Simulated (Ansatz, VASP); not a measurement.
# Two plane-wave programs on Ni

```
Ni
1.0
     0.00000    1.75924    1.75924
     1.75924    0.00000    1.75924
     1.75924    1.75924    0.00000
Ni
1
Direct
  0.00000 0.00000 0.00000
```

Alike in both runs: task single point; functional LDA; k mesh 20 × 20 × 20; occupations gaussian, width 0.1 eV; collinear spin.

```csv
,VASP,Ansatz
version,VASP 6.6.1,Ansatz 0.2.0
potentials or method,"VASP PAW LDA potentials, release 64 (Ni)","scalar-relativistic, plane waves, PAW"
plane-wave cutoff (eV),520,420
valence electrons in the cell,10,18
```

```tsv
	VASP	Ansatz	Ansatz less VASP
gap on the k mesh at the Fermi level (eV)	none	none	-
pressure (GPa)	-17.0	-17.1	-0.10
net moment per atom (μB)	0.61	0.63	+0.014
size of the moment on the site where the two differ most (μB)	0.62	0.66	+0.038
```

Site moments also hang on the region over which each program counts them. A gap of «none» marks a metal or a gap that the smearing closes. The two sets of potentials don't hold the same shells in valence.

Caveats: so large a pressure means that the cell lies far from this level's equilibrium, or that cutoff or potentials fall short (VASP).
